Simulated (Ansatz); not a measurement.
Hf, 2 atoms in the cell. It takes space group P6_3/mmc (No. 194, hexagonal). Conventional cell: a = 3.197 Å, b = 3.197 Å, c = 5.058 Å, α = 90.00°, β = 90.00°, γ = 120.00°. Around Hf (site symmetry -6m2) lie 12 Hf at 3.13 to 3.20 Å. 

```yaml
Program: Ansatz 0.2.0
Task: single point
Functional: PBE
Potentials_or_basis: all-electron LAPW, scalar-relativistic
Cutoff: 213 eV (chosen from the basis error)
Basis_error_allowed: 0.001 eV/atom
k_mesh: 10 × 10 × 5
Occupations: gaussian, width 0.019 eV
Spin: no spin polarisation
```

Potentials or basis: all-electron LAPW, scalar-relativistic.

The run is started by

```bash
$ ansatz run input.yaml --threads 1 --pin off --max-ram 3072MiB --backend cpu --events-out ev --progress --plain --runs-dir out
```

Hardware: 1 thread of Arm Neoverse V1, on a shared host.

**Question.** How long does it take, and how much memory?

**Answer.** Wall time 15 s on 1 thread of Arm Neoverse V1, with other jobs on the host, peak memory 0.33 GiB. Counts: scf iterations 8, plane waves 313, k points 42, bands 44.
